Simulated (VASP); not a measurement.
Au:

```
Au
1.0
     0.00000    2.03500    2.03500
     2.03500    0.00000    2.03500
     2.03500    2.03500    0.00000
Au
1
Direct
  0.00000 0.00000 0.00000
```

Program: VASP 6.6.1. Alike in all runs: potentials or basis VASP PAW PBE potentials, release 64 (Au); cell as given; cutoff (eV) 520. Hardware: 1 thread of Intel(R) Xeon(R) Platinum 8375C CPU @ 2.90GHz (Ice Lake) (shared host).

Task: Order these runs on this cell by their wall time, lowest first.
A. task single point; level PBE0; spin SOC, no magnetisation; k mesh 5 × 5 × 5; smearing fermi-dirac 0.05 eV; grid for exact exchange (PRECFOCK) Fast; exchange at q = 0 truncated; mesh quality coarse
B. task single point; level PBE; spin off; k mesh 11 × 11 × 11; smearing gaussian 0.014 eV; mesh quality not flagged
C. task band structure; level PBE0; spin off; k mesh 6 × 6 × 6; smearing fermi-dirac 0.05 eV; grid for exact exchange (PRECFOCK) Fast; exchange at q = 0 default; mesh quality coarse

Result: B (4.5 s), A (460 s), C (1200 s).

Caveats: some runs use coarse meshes; an unscreened hybrid on a path of extra k points without a Coulomb cutoff has errors near the mesh points, so the bands along the path aren't reliable (some runs).
